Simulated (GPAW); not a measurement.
CuCl4 in GPAW: the effect of functional

The system is CuCl4.

```
Cu Cl
1.0
    -2.43256    2.43256    5.23462
     2.43256   -2.43256    5.23462
     2.43256    2.43256   -5.23462
Cu Cl
1 4
Direct
  0.00000 0.00000 0.00000
  0.37882 0.88317 0.00000
  0.88317 0.37882 0.00000
  0.62118 0.62118 0.50435
  0.11683 0.11683 0.49565
```

The cell comes from a database or a generator and needn't be the stable form of this composition.

Alike in all runs:

```yaml
Program: GPAW 26.7.0
Task: band structure
Cutoff: 600 eV
Basis: pw
k_mesh: 5 × 5 × 5
Occupations: fermi-dirac, width 0.05 eV
Spin: no spin polarisation
```

```tsv
functional	potentials or basis	pressure (GPa)	largest force (eV/Å)
r2SCAN	GPAW PAW data sets (gpaw-data 1.2.1)	-2.0	0.28
PBEsol	PAW data sets generated in the run's folder for this functional	?	?
LDA	the program's PAW data sets (release 1.2.1) made for this functional	-5.0	0.43
```

Question: What does the run with functional PBEsol give?

Answer: Pressure -2.7 GPa; largest force 0.26 eV/Å.

Caveats: all runs use coarse meshes; with this Cu data set, volumes or pressures lay over 1.5 % or 2 GPa off other programs in two to four cells of ten; an odd number of electrons without spin polarisation forces a metal; a magnetic or distorted state may lie lower; the run has no spin polarisation, though such a crystal can be magnetic; the PAW data sets were made with another functional, which shifts forces and pressure a little (some runs).
